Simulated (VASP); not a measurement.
```yaml
crystal:
  lattice:
    - [0.00000, 3.00907, 3.00907]
    - [3.00907, 0.00000, 3.00907]
    - [3.00907, 3.00907, 0.00000]
  atoms:
    - { symbol: Na, position: [0.00000, 0.00000, 0.00000] }
    - { symbol: Br, position: [0.50000, 0.50000, 0.50000] }
```

The numbers are results of PBE GGA, VASP's PBE PAW potentials (set 64) (plane waves; VASP 6.6.1), not measurements. Numerical set-up: 400 eV cut-off, 8×8×8 Γ-centred mesh, Gaussian smearing of 0.010 eV, potentials Na_pv Br.

Give the electronic dielectric tensor ε∞ (DFPT, local fields included).

```
2.84  0.00  0.00
0.00  2.84  0.00
0.00  0.00  2.84
```

Give the Born effective charges.

| atom | Z*xx | Z*yy | Z*zz | mean |
|---|---|---|---|---|
| Na1 | 1.14 | 1.14 | 1.14 | 1.14 |
| Br2 | -1.14 | -1.14 | -1.14 | -1.14 |

And the static tensor with the ions free?

```
7.00  0.00  0.00
0.00  7.00  0.00
0.00  0.00  7.00
```

Which frequencies do the optical Γ-point modes have (no LO-TO splitting)?

126 (×3) cm⁻¹.

The compound is NaBr in the rock salt structure. It was relaxed first.
